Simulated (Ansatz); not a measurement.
Band structure of Cr

```xyz
1
Lattice="-1.4420 1.4420 1.4420 1.4420 -1.4420 1.4420 1.4420 1.4420 -1.4420" Properties=species:S:1:pos:R:3 pbc="T T T"
Cr    0.0000    0.0000    0.0000
```

The geometry is COD entry 5000220, unchecked; take it as a test cell.

Method: Ansatz 0.2.0, DFT, PBE, all-electron LAPW, scalar-relativistic.

Sampling and basis: a Γ-centred 16×16×16 k mesh, Fermi–Dirac smearing of 0.03 eV, basis error target 0.5 meV/atom, spin-polarised from start moments Cr 3 μB (the moments died away, and the run ended non-magnetic).

Points in fractions of the reciprocal vectors of this cell: Γ (0, 0, 0), H (0.5, -0.5, 0.5), N (0, 0, 0.5), P (0.25, 0.25, 0.25). The path joins them by straight lines in the order Γ–H–N–Γ–P–H–P–N; legs that retrace an earlier one aren't tabulated. Energies are in eV from the Fermi level.

(1) Is there a gap?

(2) List the levels between -8 and 6 eV at the symmetry points.

Results:

(1) none: bands cross the Fermi level, a metal.

(2) 
Γ: -7.73, -0.83 (×3), 1.14 (×2)
H: -4.07 (×2), 2.37 (×3)
N: -4.24, -2.31, 1.02, 1.13, 1.46, 2.74
P: -2.22 (×3), 1.51 (×2)
